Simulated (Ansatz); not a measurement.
# MoS2 (P6_3/mmc) in Ansatz: notebook

Aim: see how the results for MoS2 move with the level of theory and the settings. Levels: BLYP+D4, PBE, RPBE. Tasks: relaxation of cell and atoms, single point.

Program: Ansatz 0.2.0. These are calculated values, not measurements. Logs are shortened: lines on timing, memory, paths and dates and some standing lists are left out, and cuts for length are marked.

## Step 1: The crystal as given

The structure is hexagonal, space group P6_3/mmc (No. 194). The conventional cell has a = 3.169 Å, b = 3.169 Å, c = 12.324 Å, α = 90.00°, β = 90.00°, γ = 120.00°. Mo (site symmetry -6m2) is surrounded by 6 S at 2.41 Å. S (site symmetry 3m) has 3 Mo at 2.41 Å as nearest neighbours.

## Step 2: Relaxation of cell and atoms, BLYP+D4

input.yaml

```yaml
crystal:
  lattice:
    - [3.169, 0.0, 0.0]
    - [-1.5845, 2.7444345046, 0.0]
    - [0.0, 0.0, 12.324]
  atoms:
    - { symbol: Mo, position: [0.6666666667, 0.3333333333, 0.75] }
    - { symbol: Mo, position: [0.3333333333, 0.6666666667, 0.25] }
    - { symbol: S, position: [0.6666666667, 0.3333333333, 0.377] }
    - { symbol: S, position: [0.3333333333, 0.6666666667, 0.877] }
    - { symbol: S, position: [0.6666666667, 0.3333333333, 0.123] }
    - { symbol: S, position: [0.3333333333, 0.6666666667, 0.623] }
hamiltonian:
  xc: blyp
  pseudopotentials: { kind: paw }
  dispersion: d4
kpoints:
  mp_grid: { grid: [10, 10, 3] }
scf:
  occupations: { method: fermi_dirac, width: 0.05 }
output:
  forces: true
  stress: true
relax:
  f_tol: 0.01
  max_steps: 40
  cell: { stress_tol: 0.05 }
```

Potentials or basis: Ansatz PAW.

Started as:

```sh
$ ansatz run input.yaml --threads 2 --pin off --max-ram 5632MiB --backend cpu --events-out ev --progress --plain --runs-dir out
```

The log of the run:

```text
Warning: RAYON_NUM_THREADS=2 ignored (pool sized by the plan → 2); use --threads N
Engine: ansatz 0.2.0, x86_64-unknown-linux-gnu
Pseudopotentials: kind: paw
Pseudopotential: Mo, paw, valence charge 14, recommended cutoff 420 eV (normal), Mo.paw.azcp
Pseudopotential: S, paw, valence charge 6, recommended cutoff 420 eV (normal), S.paw.azcp
Functional definition: BLYP
  parameter beta = 0.0042
  parameter a = 0.04918
  parameter b = 0.132
  parameter c = 0.2533
  parameter d = 0.349
  exchange = b88_x(beta = beta)
  correlation = lyp_c(a = a, b = b, c = c, d = d)
Crystal: 6 atoms, lattice volume = 107.183 Å³
Basis set: ecut = 420 eV, 2081 PW (Γ), exchange–correlation on 48×48×180 points (8 copies of the dense FFT grid, shifted against one another)
Bands: 32, of which v1, the nominal top of the filled ones, is band 26 counted from 1 (25 counted from 0)
Symmetry: 24 space group operations
Space group: P63/mmc (ITA 194), of the structure as read, at distance tolerance 4.8e-5 Å
k-points: 28 of 300
Non-local potential: Mo, projectors of the file, l = 0: 3, l = 1: 2, l = 2: 2, l = 3: 1
Non-local potential: S, projectors of the file, l = 0: 2, l = 1: 2, l = 2: 2
PAW form: soft (Blöchl's): semilocal exchange-correlation on the pseudo side does not see the compensation charge
PAW frozen core: Mo, regenerated for the run's functional, and the local potential with it (the file was generated under x = pbe(κ = 0.804, μ = 0.2195149727645171), c = pbe(β = 0.06672455060314922))
PAW frozen core: S, regenerated for the run's functional, and the local potential with it (the file was generated under x = pbe(κ = 0.804, μ = 0.2195149727645171), c = pbe(β = 0.06672455060314922))
PAW one-centre angular grid: Mo, 590 points (default); XC on 64 Gauss nodes
PAW one-centre angular grid: S, 110 points (default); XC on 64 Gauss nodes
Initial density: superposition of atomic densities (neutral atoms: chi_scale 0, normalization atom), corrected by the library's trained network
Initial wavefunctions: pseudopotential atomic-orbital guess
Functional: x = b88, c = lyp
SCF iter   1: F=—  HF=-13574.262702 eV  |F-HF|=—  |Δ(HF+E_count)|=         —  Δρ=1.20e-2  dr2=1.87e-1  ethr=1.77e-3  ⟨swp⟩=6.5  Hψ=3857  notcnv=0
preconditioner: auto → Resta (q_TF=auto, 2.418 Å⁻¹)  ε∞=8.8  [insulator: Δε(μ)=0.974 eV  Ē_g=7.720 eV  σ=0.050 eV  W_gap=1.00  n_scr=26 (ndim 8)  ℏωp=21.5 eV  f_vac=0.016  D(μ)=0.00/eV (n_scr^D=0)  ε∞_Penn≈8.8]
SCF iter   2: F=—  HF=-13574.231224 eV  |F-HF|=—  |Δ(HF+E_count)|=   3.15e-2  Δρ=6.06e-3  dr2=3.49e-2  ethr=3.60e-4  ⟨swp⟩=3.0  Hψ=1776  notcnv=0  defer=1
SCF iter   3: F=—  HF=-13574.226067 eV  |F-HF|=—  |Δ(HF+E_count)|=   5.16e-3  Δρ=2.77e-3  dr2=1.08e-2  ethr=6.72e-5  ⟨swp⟩=2.8  Hψ=1722  notcnv=0  defer=1
SCF iter   4: F=—  HF=-13574.225298 eV  |F-HF|=—  |Δ(HF+E_count)|=   7.68e-4  Δρ=5.34e-4  dr2=2.28e-4  ethr=2.08e-5  ⟨swp⟩=2.4  Hψ=1421  notcnv=0  defer=1
SCF iter   5: F=—  HF=-13574.225374 eV  |F-HF|=—  |Δ(HF+E_count)|=   7.59e-5  Δρ=7.54e-5  dr2=7.39e-6  ethr=4.38e-7  ⟨swp⟩=2.0  Hψ=1307  notcnv=0  defer=1
SCF iter   6: F=—  HF=-13574.225528 eV  |F-HF|=—  |Δ(HF+E_count)|=   1.54e-4  Δρ=1.76e-5  dr2=5.25e-7  ethr=1.42e-8  ⟨swp⟩=2.0  Hψ=1354  notcnv=0  defer=1
SCF iter   7: F=-13574.225528 eV  HF=-13574.225528 eV  |F-HF|=1.73e-8  |Δ(HF+E_count)|=   1.08e-7  Δρ=4.77e-6  dr2=4.62e-8  ethr=1.92e-10  ⟨swp⟩=5.0  Hψ=3319  notcnv=0
SCF 1 converged in 7 iterations: F = -13574.225528 eV  dr2 = 4.62e-8
relax step   1: F+E_penalty+E_count = -13574.22552828 eV  Δ(F+E_penalty+E_count) = +0.000e0 eV  max|allowed force component| = 3.128e-1 eV/Å  Δτ_max = 0.0000 Å  P = +2.211 GPa  Ω = 107.183 Å³  (7 SCF iters, dr2 threshold 1.00e-7 eV, accepted)
Crystal: 6 atoms, lattice volume = 104.661 Å³
Basis set: ecut = 420 eV, 2091 PW (Γ), exchange–correlation on 48×48×180 points (8 copies of the dense FFT grid, shifted against one another)
Initial density: handed on by an earlier stage of this run
Initial wavefunctions: those handed on with the density
iter 1 solved again at ethr=1.34e-4 eV; its pass at ethr=3.10e-3 eV (dr2=6.99e-2 eV) is discarded
SCF iter   1: F=—  HF=-13574.254358 eV  |F-HF|=—  |Δ(HF+E_count)|=         —  Δρ=7.03e-3  dr2=7.00e-2  ethr=1.34e-4  ⟨swp⟩=1.2  Hψ=5527  notcnv=0
preconditioner: auto → Resta (q_TF=auto, 2.428 Å⁻¹)  ε∞=9.2  [insulator: Δε(μ)=0.676 eV  Ē_g=7.628 eV  σ=0.050 eV  W_gap=1.00  n_scr=26 (ndim 8)  ℏωp=21.8 eV  f_vac=0.004  D(μ)=0.00/eV (n_scr^D=0)  ε∞_Penn≈9.2]
SCF iter   2: F=—  HF=-13574.248568 eV  |F-HF|=—  |Δ(HF+E_count)|=   5.79e-3  Δρ=3.84e-3  dr2=1.89e-2  ethr=1.34e-4  ⟨swp⟩=1.1  Hψ=904  notcnv=0
SCF iter   3: F=—  HF=-13574.246988 eV  |F-HF|=—  |Δ(HF+E_count)|=   1.58e-3  Δρ=5.13e-4  dr2=2.96e-4  ethr=3.63e-5  ⟨swp⟩=2.1  Hψ=1141  notcnv=0
[... 39 lines left out ...]
SCF 5 converged in 8 iterations: F = -13574.264840 eV  dr2 = 2.41e-11
relax step   5: F+E_penalty+E_count = -13574.26484027 eV  Δ(F+E_penalty+E_count) = -2.685e-4 eV  max|allowed force component| = 6.450e-3 eV/Å  Δτ_max = 0.0028 Å  P = -0.026 GPa  Ω = 106.158 Å³  energy of the carried Pulay correction = +8.180e-5 eV  (8 SCF iters, accepted)
Crystal: 6 atoms, lattice volume = 105.994 Å³
iter 1 solved again at ethr=9.08e-8 eV; its pass at ethr=3.10e-3 eV (dr2=4.72e-5 eV) is discarded
SCF iter   1: F=—  HF=-13574.264860 eV  |F-HF|=—  |Δ(HF+E_count)|=         —  Δρ=2.01e-4  dr2=3.85e-5  ethr=9.08e-8  ⟨swp⟩=3.2  Hψ=4979  notcnv=0
preconditioner: auto → Resta (q_TF=auto, 2.423 Å⁻¹)  ε∞=9.1  [insulator: Δε(μ)=0.776 eV  Ē_g=7.608 eV  σ=0.050 eV  W_gap=1.00  n_scr=26 (ndim 8)  ℏωp=21.6 eV  f_vac=0.010  D(μ)=0.00/eV (n_scr^D=0)  ε∞_Penn≈9.1]
SCF iter   2: F=—  HF=-13574.264922 eV  |F-HF|=—  |Δ(HF+E_count)|=   6.17e-5  Δρ=1.02e-4  dr2=1.17e-5  ethr=7.40e-8  ⟨swp⟩=2.6  Hψ=1325  notcnv=0
SCF iter   3: F=—  HF=-13574.264919 eV  |F-HF|=—  |Δ(HF+E_count)|=   2.90e-6  Δρ=5.80e-5  dr2=3.58e-6  ethr=2.25e-8  ⟨swp⟩=2.3  Hψ=1171  notcnv=0
SCF iter   4: F=—  HF=-13574.264918 eV  |F-HF|=—  |Δ(HF+E_count)|=   2.20e-7  Δρ=1.00e-5  dr2=1.96e-7  ethr=6.88e-9  ⟨swp⟩=2.1  Hψ=1289  notcnv=0
SCF iter   5: F=-13574.264918 eV  HF=-13574.264918 eV  |F-HF|=4.06e-9  |Δ(HF+E_count)|=   3.55e-8  Δρ=2.47e-6  dr2=1.20e-8  ethr=2.69e-11  ⟨swp⟩=3.6  Hψ=3729  notcnv=0
SCF 6 converged in 5 iterations: F = -13574.264918 eV  dr2 = 1.20e-8
relax step   6: F+E_penalty+E_count = -13574.26491848 eV  Δ(F+E_penalty+E_count) = -7.821e-5 eV  max|allowed force component| = 1.448e-4 eV/Å  Δτ_max = 0.0023 Å  P = +0.012 GPa  Ω = 105.994 Å³  energy of the carried Pulay correction = +9.496e-5 eV  (5 SCF iters, dr2 threshold 1.40e-8 eV, accepted)
Basis set: ecut = 420 eV, 2105 PW (Γ), exchange–correlation on 48×48×162 points (8 copies of the dense FFT grid, shifted against one another)
Initial wavefunctions: pseudopotential atomic-orbital guess (no wavefunctions were taken with the density)
iter 1 solved again at ethr=1.10e-7 eV; its pass at ethr=3.10e-3 eV (dr2=5.70e-5 eV) is discarded
SCF iter   1: F=—  HF=-13574.264709 eV  |F-HF|=—  |Δ(HF+E_count)|=         —  Δρ=6.80e-5  dr2=2.11e-7  ethr=1.10e-7  ⟨swp⟩=3.6  Hψ=6577  notcnv=0
preconditioner: auto → Resta (q_TF=auto, 2.423 Å⁻¹)  ε∞=9.1  [insulator: Δε(μ)=0.776 eV  Ē_g=7.607 eV  σ=0.050 eV  W_gap=1.00  n_scr=26 (ndim 8)  ℏωp=21.6 eV  f_vac=0.010  D(μ)=0.00/eV (n_scr^D=0)  ε∞_Penn≈9.1]
SCF iter   2: F=—  HF=-13574.264819 eV  |F-HF|=—  |Δ(HF+E_count)|=   1.10e-4  Δρ=3.46e-5  dr2=5.38e-8  ethr=4.06e-10  ⟨swp⟩=2.0  Hψ=1379  notcnv=0
SCF iter   3: F=—  HF=-13574.264837 eV  |F-HF|=—  |Δ(HF+E_count)|=   1.82e-5  Δρ=2.35e-6  dr2=7.03e-9  ethr=1.04e-10  ⟨swp⟩=2.0  Hψ=1303  notcnv=0
SCF iter   4: F=—  HF=-13574.264837 eV  |F-HF|=—  |Δ(HF+E_count)|=   2.69e-8  Δρ=6.95e-7  dr2=5.15e-10  ethr=1.35e-11  ⟨swp⟩=2.1  Hψ=1221  notcnv=0
SCF iter   5: F=-13574.264837 eV  HF=-13574.264837 eV  |F-HF|=7.46e-11  |Δ(HF+E_count)|=  6.55e-11  Δρ=1.96e-7  dr2=4.86e-11  ethr=1.00e-12  ⟨swp⟩=3.2  Hψ=3690  notcnv=0
SCF 7 converged in 5 iterations: F = -13574.264837 eV  dr2 = 4.86e-11
relax step   7: F+E_penalty+E_count = -13574.26483710 eV  Δ(F+E_penalty+E_count) = +8.138e-5 eV  max|allowed force component| = 1.239e-4 eV/Å  Δτ_max = 0.0000 Å  P = +0.012 GPa  Ω = 105.994 Å³  stress off target by 1.73e-2 GPa  SCF on the basis re-selected at this cell (its energy is not comparable with the rows above)  (5 SCF iters)
basis re-selected at this cell: Δ(F+E_penalty+E_count) = +8.138e-5 eV, ΔP = -0.000 GPa vs the last step (what re-selecting the basis moved, of the pressure what is left beyond the Pulay correction that the steps carried, after the strain that the cell walked since its last selection, with what the two solves' SCF thresholds leave and, on support functions, any second-order correction that the steps lacked; it is no measure of the basis error at this ecutwfc). The dense FFT grid was sized anew with the basis: this SCF ran on 24×24×81 points, the steps before it on 24×24×90, so part of this shift can come from that change (see relax.cell in the input reference). This SCF's stress stands 1.73e-2 GPa from its target on what of the cell is left free (relax.cell.stress_tol is 5.00e-2 GPa) and its largest allowed force component is 1.24e-4 eV/Å (relax.f_tol is 1.00e-2 eV/Å): within both
SCF converged after 5 iterations
Free energy (F): -13574.264837 eV
Harris-Foulkes:  -13574.264837 eV  (|F-HF|=7.46e-11)
Internal energy: -13574.264827 eV  (E = F + TS)
E sigma→0 (E₀):  -13574.264832 eV
Entropy (-TS):   -0.000010 eV (-0.002 meV/atom)
Fermi energy:    11.956575 eV
--- Per-component energies (eV) ---
  E_band       = -279.355168
  E_kinetic    = 1317.218794
  E_local      = -3707.087449  (includes V_loc(G=0)·N_el)
  E_nonlocal   = 402.573104
  E_hartree    = 1404.841407
  E_xc         = -747.485086
  E_vxc        = -793.749726  (∫ρ·V_xc dr)
  E_paw        = -8858.649975  (= ΣΔE_a)
  E_vpaw       = -307.992598  (= ΣTr[D̂ρ^β])
  E_aug_tail   = 0.000064  (compensation charges beyond the density's cutoff)
  E_ewald      = -3380.969574
  E_disp       = -4.954127  (pairwise vdW)
  E_core_change = 0.248015  (= ΣΔE_core)
  E_smearing   = -0.000010  (= −TS)
  E_closure    = 0.000000  (closes the sum)
  Σ components = -13574.264837   (vs F -13574.264837, Δ=0.00e0)
--- Forces (eV/Å), atoms counted from 1 ---
  atom   1  Mo     0.00000000     0.00000000     0.00000000
  atom   2  Mo    -0.00000000    -0.00000000    -0.00000000
  atom   3  S      0.00000000    -0.00000000     0.00012390
  atom   4  S      0.00000000     0.00000000     0.00012390
  atom   5  S     -0.00000000    -0.00000000    -0.00012390
  atom   6  S     -0.00000000     0.00000000    -0.00012390
  max |Σ_I F_I| component: 2.31e-18 eV/Å
--- Stress (GPa, compression-positive) ---
        0.017332       0.000000      -0.000000
        0.000000       0.017332       0.000000
       -0.000000       0.000000       0.000250
  P = ⅓ Tr σ = 0.0116 GPa (0.116 kbar)
--- Relaxed structure (6 steps of the walk, 5 accepted, 1 SCFs on fresh bases) ---
  F+E_penalty+E_count = -13574.26483710 eV   max|allowed force component| = 1.239e-4 eV/Å   (the final SCF, on the basis selected at the relaxed cell)
  cell:  # Å, volume = 105.9937 Å³
    - [3.1957861888675607, 1.0964087736410395e-32, 2.1414233860176553e-34]
    - [-1.5978930944337804, 2.767632024622762, 4.1290994903067654e-35]
    - [8.327832694618927e-34, 6.662266155695143e-34, 11.98378387083563]
  atoms:
    - { symbol: Mo, position: [0.6666666666666665, 0.3333333333333333, 0.7499999999999999] }
    - { symbol: Mo, position: [0.3333333333333333, 0.6666666666666666, 0.24999999999999997] }
    - { symbol: S, position: [0.6666666666666665, 0.3333333333333333, 0.3807863214757424] }
    - { symbol: S, position: [0.3333333333333333, 0.6666666666666666, 0.8807863214757421] }
    - { symbol: S, position: [0.6666666666666665, 0.3333333333333333, 0.11921367852425754] }
    - { symbol: S, position: [0.3333333333333333, 0.6666666666666666, 0.6192136785242575] }
```

Run time: 45 s. Hardware: 2 threads of Intel Xeon at 2.50GHz (Skylake/Cascade Lake), shared host; peak memory 0.45 GiB.

What came out:

```
Free energy                            : -13574.2648 eV
Relaxed volume                         : 17.67 Å³/atom
Relaxed cell                           : a = 3.196 Å, b = 3.196 Å, c = 11.984 Å, α = 90.00°, β = 90.00°, γ = 120.00°
Space group after relaxing (to 0.05 Å) : P6_3/mmc (No. 194)
Energy gained by relaxing              : 6.6 meV/atom
Ionic steps                            : 6
Pressure after relaxing                : 0.0 GPa
Band gap on the k mesh                 : 0.78 eV
```

The path:
| step | energy change (eV) | largest force (eV/Å) | volume (Å³) |
| --- | --- | --- | --- |
| 1 | 0.0000 | 0.3128 | 107.18 |
| 2 | -0.0217 | 0.0989 | 104.66 |
| 3 | -0.0390 | 0.0439 | 106.20 |
| 4 | -0.0393 | 0.0065 | 106.16 |
| 5 | -0.0394 | 0.0001 | 105.99 |
| 6 | -0.0393 | 0.0001 | 105.99 |

Final structure:
```yaml
crystal:
  lattice:
    - [3.19579, 0.00000, 0.00000]
    - [-1.59789, 2.76763, 0.00000]
    - [0.00000, 0.00000, 11.98378]
  atoms:
    - { symbol: Mo, position: [0.66667, 0.33333, 0.75000] }
    - { symbol: Mo, position: [0.33333, 0.66667, 0.25000] }
    - { symbol: S, position: [0.66667, 0.33333, 0.38079] }
    - { symbol: S, position: [0.33333, 0.66667, 0.88079] }
    - { symbol: S, position: [0.66667, 0.33333, 0.11921] }
    - { symbol: S, position: [0.33333, 0.66667, 0.61921] }
```

Caveat: odd divisions of the mesh miss points on the zone boundary, where band edges often lie, so the gap on the mesh can be too wide; the plane-wave basis is chosen anew once the cell has moved, so the energies of steps on either side of that aren't comparable; the PAW data sets come from PBE, with cores solved anew for the run's functional, which leaves a small shift of forces and pressure.

[end of part 1 of 2]
